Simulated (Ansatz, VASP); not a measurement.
**Cd in VASP and in Ansatz**

File INCAR:

```
PREC = Accurate
ENCUT = 520
EDIFF = 1E-7
ISMEAR = -1
SIGMA = 0.1
LREAL = False
LASPH = True
NELM = 150
ALGO = Normal
ISIF = 2
LWAVE = False
LCHARG = False
MAGMOM = 0 0 0
LORBIT = 11
LSORBIT = True
GGA_COMPAT = False
LORBMOM = True
NBANDS = 23
```

The input KPOINTS:

```
Automatic mesh
0
Gamma
  13 13 13
```

Contents of POSCAR:

```
Cd
1.0
    0.0000000000      2.1528863529      2.1528863529
    2.1528863529      0.0000000000      2.1528863529
    2.1528863529      2.1528863529      0.0000000000
Cd
1
Direct
    0.0000000000      0.0000000000      0.0000000000
```

Input for Ansatz:

```yaml
crystal:
  lattice:
    - [0.0, 2.1528863529, 2.1528863529]
    - [2.1528863529, 0.0, 2.1528863529]
    - [2.1528863529, 2.1528863529, 0.0]
  atoms:
    - { symbol: Cd, position: [0.0, 0.0, 0.0] }
hamiltonian:
  xc: lda
  pseudopotentials:
    kind: paw_fr
    azcp:
      Cd: "pseudopotentials/Cd.paw.azcp"
basis:
  ecutwfc: 420
  fft_grid_basis: typed
kpoints:
  mp_grid: { grid: [13, 13, 13], shift: [0, 0, 0] }
magnetization:
  noncollinear: true
  spin_orbit: true
scf:
  occupations: { method: fermi_dirac, width: 0.1 }
```

Alike in both runs: task single point; functional LDA; k mesh 13 × 13 × 13; occupations fermi-dirac, width 0.1 eV; non-collinear spin, spin-orbit coupling.

```csv
,VASP,Ansatz
version,VASP 6.6.1,Ansatz 0.2.0
potentials or method,"VASP PAW LDA potentials, release 64 (Cd)","plane waves (420 eV) with PAW, fully relativistic with spin-orbit coupling"
plane-wave cutoff (eV),520,420
valence electrons in the cell,12,20
```

|  | VASP | Ansatz | Ansatz less VASP |
| --- | --- | --- | --- |
| net moment per atom (μB) | 0.00 | 0.00 | 0.000 |

The two sets of potentials don't hold the same shells in valence. Ansatz warned: «pseudo_functional_mismatch».
